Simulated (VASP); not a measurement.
# Ca: drag along a line

Ca, slab, 13 atoms in the cell. PBE, constrained relaxations along a path; PAW potentials Ca_sv (PBE set).

Path: drag along a line, Ca hops from a hollow site to the next hollow site of Ca(100).

## Input

INCAR:
```
SYSTEM = Ca
PREC = Normal
ENCUT = 300
EDIFF = 1E-6
ISMEAR = 1
SIGMA = 0.1
LREAL = .FALSE.
LASPH = .TRUE.
NELM = 100
ALGO = Normal
LWAVE = .FALSE.
LCHARG = .FALSE.
IBRION = 2
NSW = 60
ISIF = 2
EDIFFG = -0.03
POTIM = 0.5
KPAR = 2
```

KPOINTS:
```
k-points
0
Gamma
  2 2 1
```

POSCAR.step1:
```
Ca
1.0
    7.9031910720      0.0000000000      0.0000000000
    0.0000000000      7.9031910720      0.0000000000
    0.0000000000      0.0000000000     20.7584000000
Ca
13
Selective dynamics
Direct
    0.0000000000      0.0000000000      0.2890396177  F F F
    0.5000000000      0.0000000000      0.2890396177  F F F
    0.0000000000      0.5000000000      0.2890396177  F F F
    0.5000000000      0.5000000000      0.2890396177  F F F
    0.2500000000      0.2500000000      0.4236453677  T T T
    0.7500000000      0.2500000000      0.4236453677  T T T
    0.2500000000      0.7500000000      0.4236453677  T T T
    0.7500000000      0.7500000000      0.4236453677  T T T
    0.0000000000      0.0000000000      0.5582511176  T T T
    0.5000000000      0.0000000000      0.5582511176  T T T
    0.0000000000      0.5000000000      0.5582511176  T T T
    0.5000000000      0.5000000000      0.5582511176  T T T
    0.2500000000      0.2500000000      0.6557015643  F T T
```

POSCAR.step2:
```
Ca
1.0
    7.9031910720      0.0000000000      0.0000000000
    0.0000000000      7.9031910720      0.0000000000
    0.0000000000      0.0000000000     20.7584000000
Ca
13
Selective dynamics
Direct
    0.0000000000      0.0000000000      0.2890396177  F F F
    0.5000000000      0.0000000000      0.2890396177  F F F
    0.0000000000      0.5000000000      0.2890396177  F F F
    0.5000000000      0.5000000000      0.2890396177  F F F
    0.2500000000      0.2500000000      0.4236453677  T T T
    0.7500000000      0.2500000000      0.4236453677  T T T
    0.2500000000      0.7500000000      0.4236453677  T T T
    0.7500000000      0.7500000000      0.4236453677  T T T
    0.0000000000      0.0000000000      0.5582511176  T T T
    0.5000000000      0.0000000000      0.5582511176  T T T
    0.0000000000      0.5000000000      0.5582511176  T T T
    0.5000000000      0.5000000000      0.5582511176  T T T
    0.1500000000      0.2500000000      0.6557015643  F T T
```

POSCAR.step3:
```
Ca
1.0
    7.9031910720      0.0000000000      0.0000000000
    0.0000000000      7.9031910720      0.0000000000
    0.0000000000      0.0000000000     20.7584000000
Ca
13
Selective dynamics
Direct
    0.0000000000      0.0000000000      0.2890396177  F F F
    0.5000000000      0.0000000000      0.2890396177  F F F
    0.0000000000      0.5000000000      0.2890396177  F F F
    0.5000000000      0.5000000000      0.2890396177  F F F
    0.2500000000      0.2500000000      0.4236453677  T T T
    0.7500000000      0.2500000000      0.4236453677  T T T
    0.2500000000      0.7500000000      0.4236453677  T T T
    0.7500000000      0.7500000000      0.4236453677  T T T
    0.0000000000      0.0000000000      0.5582511176  T T T
    0.5000000000      0.0000000000      0.5582511176  T T T
    0.0000000000      0.5000000000      0.5582511176  T T T
    0.5000000000      0.5000000000      0.5582511176  T T T
    0.0750000000      0.2500000000      0.6557015643  F T T
```

POSCAR.step4:
```
Ca
1.0
    7.9031910720      0.0000000000      0.0000000000
    0.0000000000      7.9031910720      0.0000000000
    0.0000000000      0.0000000000     20.7584000000
Ca
13
Selective dynamics
Direct
    0.0000000000      0.0000000000      0.2890396177  F F F
    0.5000000000      0.0000000000      0.2890396177  F F F
    0.0000000000      0.5000000000      0.2890396177  F F F
    0.5000000000      0.5000000000      0.2890396177  F F F
    0.2500000000      0.2500000000      0.4236453677  T T T
    0.7500000000      0.2500000000      0.4236453677  T T T
    0.2500000000      0.7500000000      0.4236453677  T T T
    0.7500000000      0.7500000000      0.4236453677  T T T
    0.0000000000      0.0000000000      0.5582511176  T T T
    0.5000000000      0.0000000000      0.5582511176  T T T
    0.0000000000      0.5000000000      0.5582511176  T T T
    0.5000000000      0.5000000000      0.5582511176  T T T
    0.0000000000      0.2500000000      0.6557015643  F T T
```

POSCAR.step5:
```
Ca
1.0
    7.9031910720      0.0000000000      0.0000000000
    0.0000000000      7.9031910720      0.0000000000
    0.0000000000      0.0000000000     20.7584000000
Ca
13
Selective dynamics
Direct
    0.0000000000      0.0000000000      0.2890396177  F F F
    0.5000000000      0.0000000000      0.2890396177  F F F
    0.0000000000      0.5000000000      0.2890396177  F F F
    0.5000000000      0.5000000000      0.2890396177  F F F
    0.2500000000      0.2500000000      0.4236453677  T T T
    0.7500000000      0.2500000000      0.4236453677  T T T
    0.2500000000      0.7500000000      0.4236453677  T T T
    0.7500000000      0.7500000000      0.4236453677  T T T
    0.0000000000      0.0000000000      0.5582511176  T T T
    0.5000000000      0.0000000000      0.5582511176  T T T
    0.0000000000      0.5000000000      0.5582511176  T T T
    0.5000000000      0.5000000000      0.5582511176  T T T
   -0.0750000000      0.2500000000      0.6557015643  F T T
```

POSCAR.step6:
```
Ca
1.0
    7.9031910720      0.0000000000      0.0000000000
    0.0000000000      7.9031910720      0.0000000000
    0.0000000000      0.0000000000     20.7584000000
Ca
13
Selective dynamics
Direct
    0.0000000000      0.0000000000      0.2890396177  F F F
    0.5000000000      0.0000000000      0.2890396177  F F F
    0.0000000000      0.5000000000      0.2890396177  F F F
    0.5000000000      0.5000000000      0.2890396177  F F F
    0.2500000000      0.2500000000      0.4236453677  T T T
    0.7500000000      0.2500000000      0.4236453677  T T T
    0.2500000000      0.7500000000      0.4236453677  T T T
    0.7500000000      0.7500000000      0.4236453677  T T T
    0.0000000000      0.0000000000      0.5582511176  T T T
    0.5000000000      0.0000000000      0.5582511176  T T T
    0.0000000000      0.5000000000      0.5582511176  T T T
    0.5000000000      0.5000000000      0.5582511176  T T T
   -0.1500000000      0.2500000000      0.6557015643  F T T
```

POSCAR.step7:
```
Ca
1.0
    7.9031910720      0.0000000000      0.0000000000
    0.0000000000      7.9031910720      0.0000000000
    0.0000000000      0.0000000000     20.7584000000
Ca
13
Selective dynamics
Direct
    0.0000000000      0.0000000000      0.2890396177  F F F
    0.5000000000      0.0000000000      0.2890396177  F F F
    0.0000000000      0.5000000000      0.2890396177  F F F
    0.5000000000      0.5000000000      0.2890396177  F F F
    0.2500000000      0.2500000000      0.4236453677  T T T
    0.7500000000      0.2500000000      0.4236453677  T T T
    0.2500000000      0.7500000000      0.4236453677  T T T
    0.7500000000      0.7500000000      0.4236453677  T T T
    0.0000000000      0.0000000000      0.5582511176  T T T
    0.5000000000      0.0000000000      0.5582511176  T T T
    0.0000000000      0.5000000000      0.5582511176  T T T
    0.5000000000      0.5000000000      0.5582511176  T T T
   -0.2500000000      0.2500000000      0.6557015643  F T T
```

Commands (each step's output is kept before the next begins):
```
cat potpaw_PBE.64/Ca_sv/POTCAR > POTCAR
cp POSCAR.step1 POSCAR
mpirun -np 8 vasp_std > vasp.out
cp POSCAR.step2 POSCAR
mpirun -np 8 vasp_std > vasp.out
cp POSCAR.step3 POSCAR
mpirun -np 8 vasp_std > vasp.out
cp POSCAR.step4 POSCAR
mpirun -np 8 vasp_std > vasp.out
cp POSCAR.step5 POSCAR
mpirun -np 8 vasp_std > vasp.out
cp POSCAR.step6 POSCAR
mpirun -np 8 vasp_std > vasp.out
cp POSCAR.step7 POSCAR
mpirun -np 8 vasp_std > vasp.out
```

## Result

- Barrier (eV): 0.288
- Ionic steps, all stages: 97
- Electronic steps, all stages: 1106

Energy along the pull:

| Share of the way | Energy above the start (eV) |
|---|---|
| 0 | 0.000 |
| 0.2 | 0.090 |
| 0.35 | 0.223 |
| 0.5 | 0.288 |
| 0.65 | 0.223 |
| 0.8 | 0.090 |
| 1 | -0.000 |

The slab is face-centred cubic Ca(100), in-plane cell 7.90 × 7.90 Å, with 2 × 2 k points.

Limits: the adatom repeats in each 2 x 2 surface cell, and the slab has three layers.

VASP 6.6.1 took 1805 s on 8 cores (AMD EPYC 7R13 (Zen 3)), a shared host.
